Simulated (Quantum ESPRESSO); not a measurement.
HgSe: zone-centre phonons under several settings

```
CELL_PARAMETERS angstrom
0.00000 3.03900 3.03900
3.03900 0.00000 3.03900
3.03900 3.03900 0.00000
ATOMIC_POSITIONS crystal
Hg 0.00000 0.00000 0.00000
Se 0.75000 0.75000 0.75000
```

All runs used Quantum ESPRESSO 7.5; k mesh 4 × 4 × 4, shifted; no spin polarisation; cutoff 1170 eV; occupations smeared at first, fixed for the response.

```tsv
level	potentials	geometry	volume (Å³/atom)	pressure (GPa)	lowest optical mode without the field (cm⁻¹)	sum of the Born charges (e)
LDA	PseudoDojo 0.4.1 SR LDA standard	relaxed cell	27.82	0.0	132	-0.13
LDA	PseudoDojo 0.4.1 SR LDA standard	given cell, atoms relaxed	28.07	-0.5	129	-0.12
BLYP	PseudoDojo 0.4.1 SR PBE standard	relaxed cell	32.59	0.3	100	-0.08
BLYP	PseudoDojo 0.4.1 SR PBE standard	given cell, atoms relaxed	28.07	?	?	?
vdW-DF-cx	PseudoDojo 0.4.1 SR PBE standard	relaxed cell	29.03	0.0	122	-0.10
RPBE	PseudoDojo 0.4.1 SR PBE standard	given cell, atoms relaxed	28.07	6.8	138	-0.09
WC	PseudoDojo 0.4.1 SR PBE standard	relaxed cell	28.85	0.0	124	-0.11
WC	PseudoDojo 0.4.1 SR PBE standard	given cell, atoms relaxed	28.07	1.5	133	-0.11
```

Question: What stands in the row left open?

Answer: Pressure 8.1 GPa; lowest optical mode without the field 146 cm⁻¹; sum of the Born charges -0.10 e.

Caveats: the potentials were made for another functional, which shifts forces and pressure (some runs); the cell is more than 3 GPa from zero pressure, which shifts response properties (some runs); the volume moved by over 15 % at a fixed basis, so the end points are rough (some runs); before the sum rule the acoustic modes lie tens of cm⁻¹ from zero, a sign that the density grid also shifts the optical modes (some runs).

For the row left open. Caveat: the k mesh is coarse; the mesh is thin for the dielectric tensor, Born charges and intensities, which usually come out too large; the potentials were made for another functional, which shifts forces and pressure; the cell is more than 3 GPa from zero pressure, which shifts response properties; before the sum rule the acoustic modes lie tens of cm⁻¹ from zero, a sign that the density grid also shifts the optical modes; the Born charges break their sum rule by 0.10 e, a sign of too thin a mesh.
